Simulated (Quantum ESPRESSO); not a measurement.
# MoS2 (P-3m1) in Quantum ESPRESSO: reference runs, part 2 of 2

Quantum ESPRESSO 7.5. Earlier steps stand in the parts before.

## 3. Single point, PBE (atoms moved at random, drawn with an rms of 0.05 Å)

The input, pw.in:

```
&CONTROL
  calculation = 'scf'
  prefix = 'pwscf'
  outdir = './tmp'
  pseudo_dir = './pseudo'
  tprnfor = .true.
  tstress = .true.
  disk_io = 'nowf'
/
&SYSTEM
  ibrav = 0
  nat = 3
  ntyp = 2
  ecutwfc = 60
  ecutrho = 440
  nbnd = 20
  occupations = 'smearing'
  smearing = 'fd'
  degauss = 0.00367493
/
&ELECTRONS
  conv_thr = 6d-10
  electron_maxstep = 120
  mixing_beta = 0.5
/
ATOMIC_SPECIES
Mo    95.9500 Mo_ONCV_PBE-1.0.oncvpsp.upf
S     32.0600 s_pbe_v1.4.uspp.F.UPF
CELL_PARAMETERS angstrom
   3.2274645616    0.0000000000    0.0000000000
  -1.6137322808    2.7950663001    0.0000000000
   0.0000000000    0.0000000000    6.3124734200
ATOMIC_POSITIONS crystal
Mo    -0.0059710000   -0.0182670000    0.4992970000
S      0.6556410000    0.3222370000    0.7482370000
S      0.3338080000    0.6868770000    0.2525640000
K_POINTS automatic
9 9 4 0 0 0
```

Potentials or basis: SSSP 1.3 efficiency PBE.

Started as:

```sh
$ OMP_NUM_THREADS=1 pw.x -in pw.in > pw.out
```

It took 2.7 min on 1 thread of Intel Xeon Platinum 8259CL at 2.50GHz (Skylake/Cascade Lake), shared host; peak memory 0.39 GiB.

Results (log left out):

```yaml
Free_energy: -2523.5013 eV
Pressure: -0.3 GPa
Largest_force: 0.568 eV/Å
Band_gap_on_the_k_mesh: none (metal or under the smearing width)
```

Forces on the atoms (eV/Å):
```
Mo  -0.257  0.376  0.265
S    0.052  0.134 -0.122
S    0.205 -0.510 -0.143
```

Stress tensor (GPa, compression positive):
```
 0.07 -0.43 -0.66
-0.43 -1.81  2.75
-0.66  2.75  0.71
```

Levels at points of the mesh, in eV from the Fermi level:
| k point | band 9 | band 10 | band 11 | band 12 | band 13 | band 14 | band 15 | band 16 | band 17 | band 18 |
| --- | --- | --- | --- | --- | --- | --- | --- | --- | --- | --- |
| (0.00, 0.00, 0.00) | -3.87 | -1.80 | -1.19 | -1.05 | -0.97 | -0.16 | -0.09 | 2.93 | 3.21 | 6.15 |
| (0.00, 0.00, -0.50) | -3.90 | -3.52 | -1.11 | -0.99 | -0.32 | -0.21 | -0.01 | 3.10 | 3.35 | 6.18 |

## 4. Single point, PBE, 17.84 Å³/atom

The input, pw.in:

```
&CONTROL
  calculation = 'scf'
  prefix = 'pwscf'
  outdir = './tmp'
  pseudo_dir = './pseudo'
  tprnfor = .true.
  tstress = .true.
  disk_io = 'nowf'
/
&SYSTEM
  ibrav = 0
  nat = 3
  ntyp = 2
  ecutwfc = 60
  ecutrho = 440
  nbnd = 20
  occupations = 'smearing'
  smearing = 'fd'
  degauss = 0.00367493
/
&ELECTRONS
  conv_thr = 6d-10
  electron_maxstep = 120
  mixing_beta = 0.5
/
ATOMIC_SPECIES
Mo    95.9500 Mo_ONCV_PBE-1.0.oncvpsp.upf
S     32.0600 s_pbe_v1.4.uspp.F.UPF
CELL_PARAMETERS angstrom
   3.1615794509    0.0000000000    0.0000000000
  -1.5807897255    2.7380081205    0.0000000000
   0.0000000000    0.0000000000    6.1836112739
ATOMIC_POSITIONS crystal
Mo     0.0000000000    0.0000000000    0.5000000000
S      0.6666666667    0.3333333333    0.7446806800
S      0.3333333333    0.6666666667    0.2553193200
K_POINTS automatic
9 9 4 0 0 0
```

Started as:

```sh
$ OMP_NUM_THREADS=1 pw.x -in pw.in > pw.out
```

Wall time 54 s (1 thread of Intel Xeon Platinum 8259CL at 2.50GHz (Skylake/Cascade Lake), shared host); peak memory 0.27 GiB.

It converged, with:

- Free energy: -2523.4090 eV
- Pressure: 10.5 GPa
- Largest force: 1.366 eV/Å
- Band gap on the k mesh: none (metal or under the smearing width)

Caveat: this functional lacks dispersion, which binds the layers, so the pressure and a relaxed spacing across them are unreliable; forces of over 1 eV/Å show positions far from the minimum, so gaps and moduli don't describe the material at rest.

## 5. Single point, PBE, 18.22 Å³/atom

pw.in: that of step 4 with these lines changed.

```diff
@@ -29,5 +29,5 @@
 CELL_PARAMETERS angstrom
-   3.1615794509    0.0000000000    0.0000000000
-  -1.5807897255    2.7380081205    0.0000000000
-   0.0000000000    0.0000000000    6.1836112739
+   3.1838448285    0.0000000000    0.0000000000
+  -1.5919224143    2.7572905031    0.0000000000
+   0.0000000000    0.0000000000    6.2271592669
 ATOMIC_POSITIONS crystal
```

Started as:

```sh
$ OMP_NUM_THREADS=1 pw.x -in pw.in > pw.out
```

It took 53 s on 1 thread of Intel Xeon Platinum 8259CL at 2.50GHz (Skylake/Cascade Lake), shared host; peak memory 0.27 GiB.

Results (log left out):

```yaml
Free_energy: -2523.4712 eV
Pressure: 7.0 GPa
Largest_force: 0.979 eV/Å
Band_gap_on_the_k_mesh: none (metal or under the smearing width)
```

Caveat: this functional lacks dispersion, which binds the layers, so the pressure and a relaxed spacing across them are unreliable.

## 6. Single point, PBE, 18.60 Å³/atom

pw.in: that of step 5 with these lines changed.

```diff
@@ -29,5 +29,5 @@
 CELL_PARAMETERS angstrom
-   3.1838448285    0.0000000000    0.0000000000
-  -1.5919224143    2.7572905031    0.0000000000
-   0.0000000000    0.0000000000    6.2271592669
+   3.2058030729    0.0000000000    0.0000000000
+  -1.6029015365    2.7763069006    0.0000000000
+   0.0000000000    0.0000000000    6.2701065500
 ATOMIC_POSITIONS crystal
```

Potentials or basis: SSSP 1.3 efficiency PBE.

Started as:

```sh
$ OMP_NUM_THREADS=1 pw.x -in pw.in > pw.out
```

Wall time 55 s (1 thread of Intel Xeon Platinum 8259CL at 2.50GHz (Skylake/Cascade Lake), shared host); peak memory 0.28 GiB.

The run converged. Its results:

```
Free energy            : -2523.5098 eV
Pressure               : 3.9 GPa
Largest force          : 0.622 eV/Å
Band gap on the k mesh : none (metal or under the smearing width)
```

Caveat: this functional lacks dispersion, which binds the layers, so the pressure and a relaxed spacing across them are unreliable.

## 7. Single point, PBE, 18.98 Å³/atom

pw.in: that of step 6 with these lines changed.

```diff
@@ -29,5 +29,5 @@
 CELL_PARAMETERS angstrom
-   3.2058030729    0.0000000000    0.0000000000
-  -1.6029015365    2.7763069006    0.0000000000
-   0.0000000000    0.0000000000    6.2701065500
+   3.2274645616    0.0000000000    0.0000000000
+  -1.6137322808    2.7950663001    0.0000000000
+   0.0000000000    0.0000000000    6.3124734200
 ATOMIC_POSITIONS crystal
```

Started as:

```sh
$ OMP_NUM_THREADS=1 pw.x -in pw.in > pw.out
```

Run time: 50 s. Hardware: 1 thread of Intel Xeon Platinum 8259CL at 2.50GHz (Skylake/Cascade Lake), shared host; peak memory 0.29 GiB.

The run converged. Its results:

| Quantity | Value |
| --- | --- |
| Free energy | -2523.5272 eV |
| Pressure | 1.0 GPa |
| Largest force | 0.291 eV/Å |
| Band gap on the k mesh | none (metal or under the smearing width) |

Caveat: this functional lacks dispersion, which binds the layers, so the pressure and a relaxed spacing across them are unreliable.

## 8. Single point, PBE, 19.36 Å³/atom

pw.in: that of step 7 with these lines changed.

```diff
@@ -29,5 +29,5 @@
 CELL_PARAMETERS angstrom
-   3.2274645616    0.0000000000    0.0000000000
-  -1.6137322808    2.7950663001    0.0000000000
-   0.0000000000    0.0000000000    6.3124734200
+   3.2488391220    0.0000000000    0.0000000000
+  -1.6244195610    2.8135772124    0.0000000000
+   0.0000000000    0.0000000000    6.3542790981
 ATOMIC_POSITIONS crystal
```

Started as:

```sh
$ OMP_NUM_THREADS=1 pw.x -in pw.in > pw.out
```

Wall time 52 s (1 thread of Intel Xeon Platinum 8259CL at 2.50GHz (Skylake/Cascade Lake), shared host); peak memory 0.29 GiB.

The run converged. Its results:

```yaml
Free_energy: -2523.5255 eV
Pressure: -1.5 GPa
Largest_force: 0.016 eV/Å
Band_gap_on_the_k_mesh: none (metal or under the smearing width)
```

Caveat: this functional lacks dispersion, which binds the layers, so the pressure and a relaxed spacing across them are unreliable.

## 9. Single point, PBE, 19.74 Å³/atom

pw.in: that of step 8 with these lines changed.

```diff
@@ -29,5 +29,5 @@
 CELL_PARAMETERS angstrom
-   3.2488391220    0.0000000000    0.0000000000
-  -1.6244195610    2.8135772124    0.0000000000
-   0.0000000000    0.0000000000    6.3542790981
+   3.2699360711    0.0000000000    0.0000000000
+  -1.6349680355    2.8318477062    0.0000000000
+   0.0000000000    0.0000000000    6.3955418068
 ATOMIC_POSITIONS crystal
```

Potentials or basis: SSSP 1.3 efficiency PBE.

Started as:

```sh
$ OMP_NUM_THREADS=1 pw.x -in pw.in > pw.out
```

Wall time 51 s (1 thread of Intel Xeon Platinum 8259CL at 2.50GHz (Skylake/Cascade Lake), shared host); peak memory 0.3 GiB.

The run converged. Its results:

```yaml
Free_energy: -2523.5068 eV
Pressure: -3.8 GPa
Largest_force: 0.301 eV/Å
Band_gap_on_the_k_mesh: none (metal or under the smearing width)
```

Caveat: this functional lacks dispersion, which binds the layers, so the pressure and a relaxed spacing across them are unreliable.

## 10. Single point, PBE, 20.12 Å³/atom

pw.in: that of step 9 with these lines changed.

```diff
@@ -29,5 +29,5 @@
 CELL_PARAMETERS angstrom
-   3.2699360711    0.0000000000    0.0000000000
-  -1.6349680355    2.8318477062    0.0000000000
-   0.0000000000    0.0000000000    6.3955418068
+   3.2907642509    0.0000000000    0.0000000000
+  -1.6453821255    2.8498854391    0.0000000000
+   0.0000000000    0.0000000000    6.4362788402
 ATOMIC_POSITIONS crystal
```

Started as:

```sh
$ OMP_NUM_THREADS=1 pw.x -in pw.in > pw.out
```

It took 53 s on 1 thread of Intel Xeon Platinum 8259CL at 2.50GHz (Skylake/Cascade Lake), shared host; peak memory 0.3 GiB.

It converged, with:

| Item | Value |
| --- | --- |
| Free energy | -2523.4727 eV |
| Pressure | -5.8 GPa |
| Largest force | 0.564 eV/Å |
| Band gap on the k mesh | none (metal or under the smearing width) |

Caveat: this functional lacks dispersion, which binds the layers, so the pressure and a relaxed spacing across them are unreliable.

## 11. Equation of state, PBE

No new run: the results of the series are fitted here.

Results:

* Equilibrium volume: 19.14 Å³/atom
* Bulk modulus at fixed shape and positions: 129 GPa
* Pressure derivative of the bulk modulus: 4.4

Energy against volume, from the lowest point:
| volume (Å³/atom) | energy (meV/atom) |
| --- | --- |
| 17.843 | 39.38 |
| 18.222 | 18.65 |
| 18.602 | 5.80 |
| 18.982 | 0.00 |
| 19.361 | 0.55 |
| 19.741 | 6.80 |
| 20.120 | 18.15 |

Caveat: the cell was scaled at fixed shape and fractional positions, which overstates the stiffness of a crystal with free parameters, most of all of layers and chains; this functional lacks dispersion, which binds the layers, so the pressure and a relaxed spacing across them are unreliable.

## 12. The runs side by side

```csv
task,cell,gap on the mesh (eV),pressure (GPa),largest force (eV/Å)
single point,as given,none,1.0,0.29
single point,"atoms moved at random, drawn with an rms of 0.05 Å",none,-0.3,0.57
equation of state,as given,-,-,-
```

Alike in all rows: level PBE; potentials or basis SSSP 1.3 efficiency PBE; no spin polarisation; k mesh 9 × 9 × 4; cutoff (eV) 816; smearing fermi-dirac 0.05 eV.

Caveats: this functional lacks dispersion, which binds the layers, so the pressure and a relaxed spacing across them are unreliable (some runs); the cell was scaled at fixed shape and fractional positions, which overstates the stiffness of a crystal with free parameters, most of all of layers and chains (some runs).

Total energies depend on the potentials used, so only differences within one code and one set of settings carry meaning.
